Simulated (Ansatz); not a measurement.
Stoichiometric slabs of W (Fm-3m (No. 225)), cut along different planes. They are 9 to 10 Å thick, cut from the relaxed bulk and then relaxed; γ is the mean of both faces, φ the top face's.

```cif
data_structure
_symmetry_space_group_name_H-M 'P 1'
_symmetry_Int_Tables_number 1
_cell_length_a 2.8546
_cell_length_b 2.8546
_cell_length_c 2.8546
_cell_angle_alpha 60.000
_cell_angle_beta 60.000
_cell_angle_gamma 60.000
_cell_volume 16.45
loop_
_atom_site_label
_atom_site_type_symbol
_atom_site_fract_x
_atom_site_fract_y
_atom_site_fract_z
_atom_site_occupancy
W1 W 0.00000 0.00000 0.00000 1
```

These are results of Ansatz, DFT PBE, scalar-relativistic, plane waves, PAW, not measurements. Cutoff 420 eV, k spacing 0.19 to 0.25 Å⁻¹, dipole correction; spin where the bulk is magnetic.

```csv
slab,cell (Å²),γ as cut (J/m²),γ relaxed (J/m²),φ (eV),bulk gap (eV)
"(110), W/W",11.5,3.21,2.64,4.34,0.0
"(100), W/W",8.1,3.33,3.32,4.60,0.0
```

Problem. Estimate γ for (111), W/W (cell 7.1 Å², bulk gap 0.0 eV).

Solution. 2.67 J/m² as cut and 2.66 J/m² relaxed, number 2 from the lowest of the 3.

Problem. Which of these faces must appear on a crystal's equilibrium shape?

Solution. By Wulff's rule each face lies at a distance from the centre in proportion to its γ, so the lowest, (110), W/W at 2.64 J/m², lies nearest and is sure to appear among those computed; areas also depend on angles and on how many equivalent faces there are.

Reconstructions weren't sought.

Spin-orbit coupling is left out, which matters for the bands of heavy elements.

The reference crystal is the fcc form of W, which isn't its usual structure.

Cost: 9 runs of about 11 core-minutes in all, on Oxide Virtual Turin-like Processor (Zen 5), Intel Xeon Processor @ 2.50GHz (Skylake/Cascade Lake) (shared hosts).